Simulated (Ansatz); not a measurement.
# Sb (R-3m) in Ansatz: relaxation of the atoms with BLYP

Aim: the relaxation of the atoms of Sb with BLYP.

All numbers are computed with Ansatz 0.2.0; they aren't measurements. Logs are shortened: lines on timing, memory, paths and dates and some standing lists are left out, and cuts for length are marked.

## 1. The undisturbed crystal

The structure is trigonal, space group R-3m (No. 166). The conventional cell has a = 4.308 Å, b = 4.308 Å, c = 11.274 Å, α = 90.00°, β = 90.00°, γ = 120.00°. Around Sb (site symmetry 3m) lie 3 Sb at 2.91 Å.

## 2. Relaxation of the atoms, BLYP (atoms moved at random, drawn with an rms of 0.1 Å)

input.yaml

```yaml
crystal:
  lattice:
    - [2.1542, 1.2437279499, 3.758]
    - [-2.1542, 1.2437279499, 3.758]
    - [0.0, -2.4874558998, 3.758]
  atoms:
    - { symbol: Sb, position: [0.758536, 0.774342, 0.766798] }
    - { symbol: Sb, position: [0.225705, 0.204287, 0.259841] }
hamiltonian:
  xc: blyp
  pseudopotentials: { kind: nc }
kpoints:
  mp_grid: { grid: [6, 6, 6] }
scf:
  occupations: { method: methfessel_paxton, width: 0.1 }
  lower_state_search: light
output:
  forces: true
  stress: true
relax:
  f_tol: 0.01
  max_steps: 40
```

Potentials or basis: Ansatz NC.

Launch:

```sh
ansatz run input.yaml --threads 1 --pin off --max-ram 2560MiB --backend cpu --events-out ev --progress --plain --runs-dir out
```

The log of the run:

```text
Warning: output.stress: scf.convergence.dr2_threshold = 1e-7 eV (the SCF's general default) is looser than the 2e-10 eV advised for a printed stress (1e-10 eV for each atom of the cell: 2). What an SCF threshold leaves in a stress goes as its square root, and in the free energy as the threshold itself, and one threshold admits the most on a small cell: of the crystals measured, under no hybrid functional and no lock of the moments, on runs that ended without the residual-converged pass, on stresses that held no estimate of that error, the worst erred by over 100 MPa in a component at 1e-7 eV an atom and by under 5 at 1e-10. Every solve of this run answers to scf.convergence.dr2_threshold, and the tensor of one is reported: a single SCF on the reported geometry and on this run's grids (its basis.xc_grid and basis.ecutrho_ratio typed), with scf.convergence.dr2_threshold at 2e-10 eV or tighter, prints it and tightens no other solve. Else set scf.convergence.dr2_threshold to 2e-10 eV or tighter. The threshold is an SCF's pass mark: one that does not reach it within its budget of iterations ends unconverged, or closes short of it on a stop that the run arms, and scf.convergence.dr2_threshold's page says what that costs each kind of run
Warning: RAYON_NUM_THREADS=1 ignored (pool sized by the plan → 1); use --threads N
Engine: ansatz 0.2.0, aarch64-unknown-linux-gnu
Pseudopotentials: kind: nc
Pseudopotential: Sb, nc, valence charge 15, recommended cutoff 1088.45545 eV (normal), Sb.nc.azcp
Functional definition: BLYP
  parameter beta = 0.0042
  parameter a = 0.04918
  parameter b = 0.132
  parameter c = 0.2533
  parameter d = 0.349
  exchange = b88_x(beta = beta)
  correlation = lyp_c(a = a, b = b, c = c, d = d)
Crystal: 2 atoms, lattice volume = 60.411 Å³
Basis set: ecut = 1088.45545 eV, 4917 PW (Γ), exchange–correlation on 100×100×100 points (8 copies of the dense FFT grid, shifted against one another)
Bands: 19, of which v1, the nominal top of the filled ones, is band 15 counted from 1 (14 counted from 0)
Symmetry: 2 space group operations
Space group: P-1 (ITA 2), of the structure as read, at distance tolerance 3.9e-5 Å
k-points: 112 of 216
Non-local potential: Sb, projectors of the file, l = 0: 3, l = 1: 3, l = 2: 2, l = 3: 2
Initial density: superposition of atomic densities (chi_scale 0.1, normalization cell)
Initial wavefunctions: pseudopotential atomic-orbital guess
Functional: x = b88, c = lyp
SCF iter   1: F=—  HF=-5150.674752 eV  |F-HF|=—  |Δ(HF+E_count)|=         —  Δρ=1.73e-2  dr2=1.49e-1  ethr=3.10e-3  ⟨swp⟩=10.3  Hψ=15344  notcnv=0
preconditioner: auto → none  [insulator: Δε(μ)=0.067 eV  Ē_g=8.802 eV  σ=0.100 eV  W_gap=0.52  n_scr=14 (ndim 8)  ℏωp=15.1 eV  f_vac=0.000  D(μ)=0.54/eV (n_scr^D=0)  ε∞_Penn≈3.9]
SCF iter   2: F=—  HF=-5150.664519 eV  |F-HF|=—  |Δ(HF+E_count)|=   1.02e-2  S|Δr|=    0.00e0  Δρ=8.26e-3  dr2=3.31e-2  ethr=4.98e-4  ⟨swp⟩=2.6  Hψ=4075  notcnv=0
SCF iter   3: F=—  HF=-5150.665087 eV  |F-HF|=—  |Δ(HF+E_count)|=   5.68e-4  S|Δr|=    0.00e0  Δρ=9.29e-4  dr2=2.75e-4  ethr=1.10e-4  ⟨swp⟩=3.7  Hψ=4556  notcnv=0
SCF iter   4: F=—  HF=-5150.664976 eV  |F-HF|=—  |Δ(HF+E_count)|=   1.11e-4  S|Δr|=    0.00e0  Δρ=4.33e-4  dr2=1.60e-4  ethr=9.16e-7  ⟨swp⟩=4.0  Hψ=4997  notcnv=0
SCF iter   5: F=—  HF=-5150.664919 eV  |F-HF|=—  |Δ(HF+E_count)|=   5.67e-5  S|Δr|=    0.00e0  Δρ=9.44e-5  dr2=2.79e-6  ethr=5.35e-7  ⟨swp⟩=2.8  Hψ=4289  notcnv=0
SCF iter   6: F=-5150.664917 eV  HF=-5150.664917 eV  |F-HF|=1.14e-7  |Δ(HF+E_count)|=   1.91e-6  S|Δr|=    0.00e0  Δρ=2.02e-5  dr2=1.72e-7  ethr=8.33e-9  ⟨swp⟩=8.3  Hψ=9474  notcnv=0
SCF 1 converged in 6 iterations: F = -5150.664917 eV  dr2 = 1.72e-7
relax step   1: F+E_penalty+E_count = -5150.66491699 eV  Δ(F+E_penalty+E_count) = +0.000e0 eV  max|allowed force component| = 4.382e-1 eV/Å  Δτ_max = 0.0000 Å  (6 SCF iters, dr2 threshold 2.50e-6 eV, accepted)
Initial density: handed on by an earlier stage of this run
Initial wavefunctions: those handed on with the density
iter 1 solved again at ethr=3.43e-5 eV; its pass at ethr=3.10e-3 eV (dr2=1.03e-2 eV) is discarded
SCF iter   1: F=—  HF=-5150.682468 eV  |F-HF|=—  |Δ(HF+E_count)|=         —  Δρ=5.54e-3  dr2=1.05e-2  ethr=3.43e-5  ⟨swp⟩=3.2  Hψ=20180  notcnv=0
preconditioner: auto → Kerker (q_TF=auto, 2.428 Å⁻¹)  [metal: Δε(μ)=0.055 eV  Ē_g=8.665 eV  σ=0.100 eV  W_gap=0.45  n_scr=14 (ndim 8)  ℏωp=15.1 eV  f_vac=0.009  D(μ)=0.70/eV (n_scr^D=0)]
SCF iter   2: F=—  HF=-5150.681149 eV  |F-HF|=—  |Δ(HF+E_count)|=   1.32e-3  S|Δr|=    0.00e0  Δρ=3.15e-3  dr2=4.04e-3  ethr=3.43e-5  ⟨swp⟩=1.8  Hψ=2344  notcnv=0
SCF iter   3: F=—  HF=-5150.680712 eV  |F-HF|=—  |Δ(HF+E_count)|=   4.37e-4  S|Δr|=    0.00e0  Δρ=4.86e-4  dr2=1.69e-4  ethr=1.35e-5  ⟨swp⟩=3.4  Hψ=4616  notcnv=0
SCF iter   4: F=—  HF=-5150.680716 eV  |F-HF|=—  |Δ(HF+E_count)|=   4.15e-6  S|Δr|=    0.00e0  Δρ=1.19e-4  dr2=1.28e-5  ethr=5.63e-7  ⟨swp⟩=3.0  Hψ=3303  notcnv=0
SCF iter   5: F=-5150.680719 eV  HF=-5150.680719 eV  |F-HF|=7.46e-7  |Δ(HF+E_count)|=   2.30e-6  S|Δr|=    0.00e0  Δρ=4.75e-5  dr2=1.74e-6  ethr=4.00e-8  ⟨swp⟩=7.6  Hψ=9104  notcnv=0
SCF 2 converged in 5 iterations: F = -5150.680719 eV  dr2 = 1.74e-6
relax step   2: F+E_penalty+E_count = -5150.68071935 eV  Δ(F+E_penalty+E_count) = -1.580e-2 eV  max|allowed force component| = 4.529e-1 eV/Å  Δτ_max = 0.1032 Å  (5 SCF iters, dr2 threshold 1.20e-5 eV, accepted)
SCF iter   1: F=—  HF=-5150.702637 eV  |F-HF|=—  |Δ(HF+E_count)|=         —  Δρ=1.96e-3  dr2=1.53e-3  ethr=4.02e-5  ⟨swp⟩=9.6  Hψ=13990  notcnv=0
preconditioner: auto → none  [insulator: Δε(μ)=0.114 eV  Ē_g=8.723 eV  σ=0.100 eV  W_gap=0.54  n_scr=14 (ndim 8)  ℏωp=15.1 eV  f_vac=0.008  D(μ)=0.51/eV (n_scr^D=0)  ε∞_Penn≈4.0]
SCF iter   2: F=—  HF=-5150.702364 eV  |F-HF|=—  |Δ(HF+E_count)|=   2.73e-4  S|Δr|=    0.00e0  Δρ=8.93e-4  dr2=2.02e-4  ethr=5.11e-6  ⟨swp⟩=3.1  Hψ=5605  notcnv=0
SCF iter   3: F=—  HF=-5150.702373 eV  |F-HF|=—  |Δ(HF+E_count)|=   8.91e-6  S|Δr|=    0.00e0  Δρ=3.14e-4  dr2=3.38e-5  ethr=6.73e-7  ⟨swp⟩=3.8  Hψ=4577  notcnv=0
SCF iter   4: F=-5150.702375 eV  HF=-5150.702374 eV  |F-HF|=5.75e-7  |Δ(HF+E_count)|=   1.47e-6  S|Δr|=    0.00e0  Δρ=5.23e-5  dr2=6.47e-7  ethr=4.27e-8  ⟨swp⟩=7.9  Hψ=9325  notcnv=0
SCF 3 converged in 4 iterations: F = -5150.702375 eV  dr2 = 6.47e-7
relax step   3: F+E_penalty+E_count = -5150.70237490 eV  Δ(F+E_penalty+E_count) = -2.166e-2 eV  max|allowed force component| = 1.538e-1 eV/Å  Δτ_max = 0.0350 Å  (4 SCF iters, dr2 threshold 1.28e-5 eV, accepted)
SCF iter   1: F=—  HF=-5150.704647 eV  |F-HF|=—  |Δ(HF+E_count)|=         —  Δρ=7.23e-4  dr2=2.12e-4  ethr=6.95e-6  ⟨swp⟩=8.8  Hψ=11390  notcnv=0
preconditioner: auto → none  [insulator: Δε(μ)=0.132 eV  Ē_g=8.742 eV  σ=0.100 eV  W_gap=0.54  n_scr=14 (ndim 8)  ℏωp=15.1 eV  f_vac=0.008  D(μ)=0.46/eV (n_scr^D=0)  ε∞_Penn≈4.0]
SCF iter   2: F=—  HF=-5150.704603 eV  |F-HF|=—  |Δ(HF+E_count)|=   4.35e-5  S|Δr|=    0.00e0  Δρ=3.39e-4  dr2=2.47e-5  ethr=7.06e-7  ⟨swp⟩=3.2  Hψ=5885  notcnv=0
SCF iter   3: F=—  HF=-5150.704605 eV  |F-HF|=—  |Δ(HF+E_count)|=   1.08e-6  S|Δr|=    0.00e0  Δρ=1.38e-4  dr2=4.32e-6  ethr=8.23e-8  ⟨swp⟩=3.7  Hψ=4563  notcnv=0
SCF iter   4: F=-5150.704606 eV  HF=-5150.704606 eV  |F-HF|=5.06e-8  |Δ(HF+E_count)|=   1.13e-6  S|Δr|=    0.00e0  Δρ=1.70e-5  dr2=7.59e-8  ethr=9.09e-9  ⟨swp⟩=7.7  Hψ=9157  notcnv=0
SCF 4 converged in 4 iterations: F = -5150.704606 eV  dr2 = 7.59e-8
relax step   4: F+E_penalty+E_count = -5150.70460568 eV  Δ(F+E_penalty+E_count) = -2.231e-3 eV  max|allowed force component| = 1.622e-2 eV/Å  Δτ_max = 0.0129 Å  (4 SCF iters, dr2 threshold 2.73e-6 eV, accepted)
SCF iter   1: F=—  HF=-5150.704631 eV  |F-HF|=—  |Δ(HF+E_count)|=         —  Δρ=8.88e-5  dr2=2.88e-6  ethr=9.44e-8  ⟨swp⟩=5.8  Hψ=7776  notcnv=0
preconditioner: auto → none  [insulator: Δε(μ)=0.137 eV  Ē_g=8.743 eV  σ=0.100 eV  W_gap=0.54  n_scr=14 (ndim 8)  ℏωp=15.1 eV  f_vac=0.008  D(μ)=0.46/eV (n_scr^D=0)  ε∞_Penn≈4.0]
SCF iter   2: F=—  HF=-5150.704630 eV  |F-HF|=—  |Δ(HF+E_count)|=   3.60e-7  S|Δr|=    0.00e0  Δρ=4.30e-5  dr2=3.80e-7  ethr=9.59e-9  ⟨swp⟩=3.4  Hψ=5848  notcnv=0
SCF iter   3: F=-5150.704630 eV  HF=-5150.704630 eV  |F-HF|=1.21e-8  |Δ(HF+E_count)|=   7.75e-8  S|Δr|=    0.00e0  Δρ=1.64e-5  dr2=6.65e-8  ethr=3.33e-10  ⟨swp⟩=8.1  Hψ=9428  notcnv=0
SCF 5 converged in 3 iterations: F = -5150.704630 eV  dr2 = 6.65e-8
relax step   5: F+E_penalty+E_count = -5150.70463025 eV  Δ(F+E_penalty+E_count) = -2.457e-5 eV  max|allowed force component| = 4.791e-5 eV/Å  Δτ_max = 0.0015 Å  (3 SCF iters, accepted)
SCF converged after 3 iterations
Stability not checked: this state was not tested for a lower state beside it, because cold or Methfessel-Paxton smearing, or corrected tetrahedra, fill the levels in a way that the test cannot read (fill_not_monotonic; see scf.lower_state_search)
Free energy (F): -5150.704630 eV
Harris-Foulkes:  -5150.704630 eV  (|F-HF|=1.21e-8)
Internal energy: -5150.704143 eV  (E = F + TS)
E sigma→0 (E₀):  -5150.704508 eV
Entropy (-TS):   -0.000487 eV (-0.244 meV/atom)
Fermi energy:    10.807770 eV
--- Per-component energies (eV) ---
  E_band       = -315.827304
  E_kinetic    = 3150.617620
  E_local      = -2369.642253  (includes V_loc(G=0)·N_el)
  E_nonlocal   = -2870.558913
  E_hartree    = 1277.069238
  E_xc         = -1402.542448
  E_vxc        = -780.381674  (∫ρ·V_xc dr)
  E_ewald      = -2935.647387
  E_smearing   = -0.000487  (= −TS)
  E_closure    = 0.000000  (closes the sum)
  Σ components = -5150.704630   (vs F -5150.704630, Δ=0.00e0)
--- Forces (eV/Å), atoms counted from 1 ---
  atom   1  Sb     0.00004791    -0.00000475     0.00000233
  atom   2  Sb    -0.00004791     0.00000475    -0.00000233
  max |Σ_I F_I| component: 0.00e0 eV/Å
--- Stress (GPa, compression-positive) ---
        6.944913       0.000085      -0.000186
        0.000085       6.944941       0.000028
       -0.000186       0.000028       6.696104
  P = ⅓ Tr σ = 6.8620 GPa (68.620 kbar)
--- Relaxed structure (5 steps of the walk, 5 accepted, 0 SCFs on fresh bases) ---
  F+E_penalty+E_count = -5150.70463025 eV   max|allowed force component| = 4.791e-5 eV/Å
  atoms:
    - { symbol: Sb, position: [0.7582551108954434, 0.7554531590357755, 0.7794554285979888] }
    - { symbol: Sb, position: [0.22598588910455678, 0.22317584096422471, 0.2471835714020113] }
```

It took 77 s on 1 thread of Arm Neoverse V2, shared host; peak memory 0.6 GiB.

What came out:

```
Free energy               : -5150.7046 eV
Energy gained by relaxing : 19.9 meV/atom
Ionic steps               : 5
Pressure after relaxing   : 6.9 GPa
```

Stress tensor (GPa, compression positive):
```
6.94 0.00 0.00
0.00 6.94 0.00
0.00 0.00 6.70
```

The path:
| step | energy change (eV) | largest force (eV/Å) |
| --- | --- | --- |
| 1 | 0.0000 | 0.6462 |
| 2 | -0.0158 | 0.4529 |
| 3 | -0.0375 | 0.1539 |
| 4 | -0.0397 | 0.0163 |
| 5 | -0.0397 | 0.0000 |

Final structure:
```
Sb
1.0
     2.15420    1.24373    3.75800
    -2.15420    1.24373    3.75800
     0.00000   -2.48746    3.75800
Sb
2
Direct
  0.75826 0.75545 0.77946
  0.22599 0.22318 0.24718
```

Caveat: the potentials were made for another functional, which shifts forces and pressure; the thresholds are loose for stress.
